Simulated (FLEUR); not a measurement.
Crystal: V.

```
CELL_PARAMETERS angstrom
-1.51435 1.51435 1.51435
1.51435 -1.51435 1.51435
1.51435 1.51435 -1.51435
ATOMIC_POSITIONS crystal
V 0.00000 0.00000 0.00000
```

Base run:

| Quantity | Value |
| --- | --- |
| Program | FLEUR MaX-R8.1 (later development tree) |
| Functional | LDA |
| Potentials or basis | all-electron |
| Basis | FLAPW |
| Kmax | 4.26 1/bohr |
| k mesh | 12 × 12 × 12 |
| Occupations | fermi-dirac, width 0.05 eV |
| Spin | collinear spin, ferromagnetic start |
| Starting moments | [2.0] μB |

Its results: net moment 0.00 μB per cell.

The run is repeated on the same cell with these changes: functional from LDA to SCAN. What comes out?

Net moment 0.58 μB per cell; site moments V +0.47 μB.

Caveats: the meta-GGA is that of a development version, with a GGA for the radial functions and cores and without core tails (some runs).
